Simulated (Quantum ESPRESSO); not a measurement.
## Sr under changes of volume

One of the cells (56.319 Å³/atom); the others are scaled copies at fixed shape and fractional positions:

```xyz
1
Lattice="0.0000 3.0423 3.0423 3.0423 0.0000 3.0423 3.0423 3.0423 0.0000" Properties=species:S:1:pos:R:3 pbc="T T T"
Sr    0.0000    0.0000    0.0000
```

```yaml
Program: Quantum ESPRESSO 7.5
Functional: rev-vdW-DF2
Potentials_or_basis: PseudoDojo 0.4.1 SR PBE standard
Cutoff: 925 eV
Density_cutoff: 3701 eV
k_mesh: 8 × 8 × 8
Occupations: fermi-dirac, width 0.05 eV
Spin: no spin polarisation
```

```csv
volume (Å³/atom),energy over the lowest point (meV/atom),pressure (GPa)
52.940,0.00,-0.2
54.067,2.11,-0.4
55.193,5.74,-0.6
56.319,10.76,-0.8
57.446,?,?
58.572,24.42,-1.1
59.698,32.85,-1.2
```

Q: What does the run at 57.446 Å³/atom give?

A: Energy over the lowest point 17.03 meV/atom; pressure -0.9 GPa.

Worked out: A Birch-Murnaghan fit of order 3 (a polynomial in V^(-2/3)) to the other rows has its minimum at 52.10 Å³/atom, just outside them, with B0 = V·E''(V) = 11.9 GPa and B' = 3.6. It gives 17.03 meV/atom at 57.446 Å³/atom, against the run's 17.03, and -dE/dV = -1.0 GPa, against -0.9.

Energies are extrapolated to zero smearing.

Caveats: the potentials were made for another functional, which shifts forces and pressure.
